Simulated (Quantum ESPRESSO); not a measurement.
CuAu under changes of volume

One of the cells (15.351 Å³/atom); the others are scaled copies at fixed shape and fractional positions:

```
CELL_PARAMETERS angstrom
1.44306 0.83315 4.25617
-1.44306 0.83315 4.25617
0.00000 -1.66630 4.25617
ATOMIC_POSITIONS crystal
Au 0.00000 0.00000 0.00000
Cu 0.50000 0.50000 0.50000
```

The cell comes from a database or a generator and needn't be the stable form of this composition.

| Property | Result |
| --- | --- |
| Program | Quantum ESPRESSO 7.5 |
| Functional | LDA |
| Potentials or basis | GBRV 1.5 LDA |
| Cutoff | 762 eV |
| Density cutoff | 6095 eV |
| k mesh | 11 × 11 × 11 |
| Occupations | fermi-dirac, width 0.05 eV |
| Spin | no spin polarisation |

```tsv
volume (Å³/atom)	energy over the lowest point (meV/atom)	pressure (GPa)
14.430	0.00	-4.6
14.737	11.60	-7.8
15.044	28.93	-10.6
15.351	51.23	-13.0
15.658	77.84	-15.1
15.965	?	?
16.272	141.66	-18.5
```

Problem. What does the run at 15.965 Å³/atom give?

Solution. Energy over the lowest point 108.14 meV/atom; pressure -16.9 GPa.

Worked out: A Birch-Murnaghan fit of order 3 (a polynomial in V^(-2/3)) to the other rows has its minimum at 14.07 Å³/atom, just outside them, with B0 = V·E''(V) = 186 GPa and B' = 5.4 at fixed shape and positions, which overstates the stiffness. It gives 108.15 meV/atom at 15.965 Å³/atom, against the run's 108.14, and -dE/dV = -16.7 GPa, against -16.9.

Energies are extrapolated to zero smearing.
